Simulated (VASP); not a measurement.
Set up this calculation in VASP 6.6.1, as the native input.

* Task: single point
* Functional: PBE
* Potentials or basis: VASP PAW PBE potentials, release 64 (Hf_pv)
* Cutoff: 520 eV
* k mesh: 8 × 8 × 8
* Occupations: gaussian, width 0.1 eV
* Spin: no spin polarisation
* Dipole correction: no
* Further INCAR settings: ALGO = Normal; EDIFF = 1e-07; NBANDS = 11

The structure of Hf lies in POSCAR:

```
Hf
1.0
   -1.7325072278      1.7325072278      1.7325072278
    1.7325072278     -1.7325072278      1.7325072278
    1.7325072278      1.7325072278     -1.7325072278
Hf
1
Direct
    0.0000000000      0.0000000000      0.0000000000
```

This isn't the form of Hf at room conditions, which is hcp.

The cell isn't the ideal one: Ti -> Hf on all its sites, cell and atoms relaxed.

One way to write it, as run:

INCAR

```
ALGO = Normal
EDIFF = 1E-7
ENCUT = 520
GGA = PE
ISIF = 2
ISMEAR = 0
LASPH = T
LCHARG = F
LREAL = F
LWAVE = F
NBANDS = 11
NELM = 100
PREC = Accurate
SIGMA = 0.1
```

KPOINTS

```
k-points
0
Gamma
  8 8 8
```

Potentials or basis: VASP PAW PBE potentials, release 64 (Hf_pv).

The run is started by

```console
$ cat potpaw_PBE.64/Hf_pv/POTCAR > POTCAR
$ mpirun -np 1 vasp_std > vasp.out
```

It gave:

- Pressure: 7.7 GPa
- Band gap on the k mesh: none (metal or under the smearing width)

Wall time 7.1 s on 1 thread of AMD EPYC 7R13 Processor (Zen 3), on a shared host, peak memory 0.11 GiB.
